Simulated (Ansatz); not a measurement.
Crystal: Sc.

```
Sc
1.0
     3.19612    0.00000    0.00000
     1.59806    2.76792    0.00000
     1.59806    0.92264    2.60962
Sc
1
Direct
  0.00000 0.00000 0.00000
```

This isn't the form of Sc at room conditions, which is hcp.

The cell isn't the ideal one: the cell as VASP's run set it.

| Item | Value |
| --- | --- |
| Program | Ansatz 0.2.0 |
| Task | relaxation of cell and atoms |
| Functional | PBE |
| Potentials or basis | all-electron LAPW, scalar-relativistic |
| Basis error allowed | 0.001 eV/atom |
| k mesh | 10 × 10 × 10 |
| Occupations | methfessel-paxton, width 0.2 eV |
| Spin | collinear spin, ferromagnetic start |
| Starting moments | [0.5] μB |
| Hubbard terms | Sc d U = 1.5 eV |

At the start: volume 23.09 Å³/atom.

Question: How do energy, volume and symmetry change on relaxing?

Answer: Over 6 steps the energy falls by 77.2 meV/atom and the volume is 26.37 Å³/atom (+14.2 %); space group Fm-3m (No. 225, to 0.05 Å); moment 0.97 μB per cell.

Step by step:
```tsv
step	energy change (eV)	largest force (eV/Å)	volume (Å³)
1	0.0000	0.0000	23.09
2	-0.0769	0.0000	26.59
3	-0.0772	0.0000	26.40
4	-0.0772	0.0000	26.37
5	-0.0772	0.0000	26.37
6	-0.0772	0.0000	26.37
```

Final structure:
```cif
data_structure
_symmetry_space_group_name_H-M 'P 1'
_symmetry_Int_Tables_number 1
_cell_length_a 3.3410
_cell_length_b 3.3410
_cell_length_c 3.3410
_cell_angle_alpha 60.000
_cell_angle_beta 60.000
_cell_angle_gamma 60.000
_cell_volume 26.37
loop_
_atom_site_label
_atom_site_type_symbol
_atom_site_fract_x
_atom_site_fract_y
_atom_site_fract_z
_atom_site_occupancy
Sc1 Sc 0.00000 0.00000 0.00000 1
```

Caveat: U is the effective U less J, on atomic orbitals that reach past the spheres; the U is typed as a test and isn't derived for this compound.
